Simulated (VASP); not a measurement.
Set up this calculation in VASP 6.6.1, as the native input.

```yaml
Task: single point
Functional: PBE
Potentials_or_basis: VASP PAW PBE potentials, release 64 (V_sv, Si)
Cutoff: 520 eV
k_mesh: 13 × 13 × 13
Occupations: fermi-dirac, width 0.03 eV
Spin: collinear spin, typed start
Starting_moments: "[1.5, 0.0] μB"
Dipole_correction: no
Further_INCAR_settings: ALGO = Normal; EDIFF = 1e-06; NBANDS = 20
```

The structure of VSi lies in POSCAR:

```
VSi
1.0
    0.0000000000      2.4436595036      2.4436595036
    2.4436595036      0.0000000000      2.4436595036
    2.4436595036      2.4436595036      0.0000000000
V Si
1 1
Direct
    0.0000000000      0.0000000000      0.0000000000
    0.5000000000      0.5000000000      0.5000000000
```

The cell comes from a database or a generator and needn't be the stable form of this composition.

These files were run (other wordings do the same):

INCAR

```
ALGO = Normal ; EDIFF = 1E-6
ENCUT = 520 ; GGA = PE
ISIF = 2 ; ISMEAR = -1
ISPIN = 2 ; LASPH = True
LCHARG = False ; LMAXMIX = 4
LORBIT = 11 ; LREAL = False
LWAVE = False ; MAGMOM = 1.5 0
NBANDS = 20 ; NELM = 150
PREC = Accurate ; SIGMA = 0.03
```

KPOINTS

```
k-points
0
Gamma
  13 13 13
```

Potentials or basis: VASP PAW PBE potentials, release 64 (V_sv, Si).

Command:

```console
$ cat potpaw_PBE.64/V_sv/POTCAR potpaw_PBE.64/Si/POTCAR > POTCAR
$ mpirun -np 1 vasp_std > vasp.out
```

Results of the run:

| Quantity | Value |
| --- | --- |
| Pressure | 0.2 GPa |
| Band gap on the k mesh | none (metal or under the smearing width) |
| Net moment | 0.01 μB per cell |
| Valence electrons inside the program's atomic spheres | V 11.62; Si 1.75 |

Run time: 78 s on 1 thread of Intel(R) Xeon(R) Platinum 8375C CPU @ 2.90GHz (Ice Lake), on a shared host, peak memory 0.22 GiB.
